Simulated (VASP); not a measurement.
A run of VASP 6.6.1 is set up as follows.

Contents of INCAR:

```
  PREC = Accurate
  ENCUT = 600
  EDIFF = 1E-6
  ISMEAR = 0
  SIGMA = 0.01
  LREAL = F
  LASPH = T
  NELM = 100
  ALGO = Normal
  ISIF = 3
  LWAVE = F
  LCHARG = F
  GGA = CA
  IBRION = 2
  NSW = 80
  EDIFFG = -0.001
```

KPOINTS

```
regular mesh
0
Gamma
  8 8 5
```

The input POSCAR:

```
AlN
1.0
    3.1100000000      0.0000000000      0.0000000000
   -1.5550000000      2.6933390058      0.0000000000
    0.0000000000      0.0000000000      4.9800000000
Al N
2 2
Direct
    0.3333333333      0.6666666667      0.0000000000
    0.6666666667      0.3333333333      0.5000000000
    0.3333333333      0.6666666667      0.3820000000
    0.6666666667      0.3333333333      0.8820000000
```

Potentials or basis: VASP PAW LDA potentials, release 64 (Al, N).

The run is started by

```console
$ cat potpaw_LDA.64/Al/POTCAR potpaw_LDA.64/N/POTCAR > POTCAR
$ mpirun -np 1 vasp_std > vasp.out
```

Task: Estimate the relaxed volume.

Result: 10.24 Å³/atom.

Task: Estimate the space group after relaxing (to 0.05 Å).

Result: P6_3mc (No. 186).

Task: What does it give for the relaxed cell?

Result: a = 3.091 Å, b = 3.091 Å, c = 4.948 Å, α = 90.00°, β = 90.00°, γ = 120.00°.

Task: Estimate the band gap on the k mesh.

Result: 4.40 eV, direct.

Step by step:
| step | energy change (eV) | largest force (eV/Å) | pressure (GPa) | volume (Å³) |
| --- | --- | --- | --- | --- |
| 1 | 0.0000 | 0.0157 | -3.83 | 41.71 |
| 2 | -0.0006 | 0.0169 | 3.88 | 40.23 |
| 3 | -0.0092 | 0.0006 | -0.02 | 40.95 |
| 4 | -0.0092 | 0.0008 | 0.05 | 40.94 |
| 5 | -0.0092 | 0.0051 | -0.04 | 40.95 |
| 6 | -0.0092 | 0.0043 | -0.03 | 40.95 |
| 7 | -0.0092 | 0.0036 | -0.01 | 40.95 |
| 8 | -0.0092 | 0.0008 | 0.00 | 40.95 |
| 9 | -0.0092 | 0.0030 | 0.00 | 40.94 |
| 10 | -0.0092 | 0.0021 | 0.01 | 40.94 |
| 11 | -0.0092 | 0.0006 | 0.00 | 40.94 |
| 12 | -0.0092 | 0.0010 | 0.00 | 40.94 |
| 13 | -0.0092 | 0.0003 | 0.00 | 40.94 |
| 14 | -0.0092 | 0.0047 | 0.00 | 40.94 |
| 15 | -0.0092 | 0.0008 | 0.00 | 40.94 |
| 16 | -0.0092 | 0.0008 | 0.00 | 40.94 |
| 17 | -0.0092 | 0.0006 | 0.00 | 40.94 |
| 18 | -0.0092 | 0.0005 | 0.00 | 40.94 |
| 19 | -0.0092 | 0.0008 | 0.00 | 40.94 |

As with any semilocal functional, this LDA gap is likely too small.
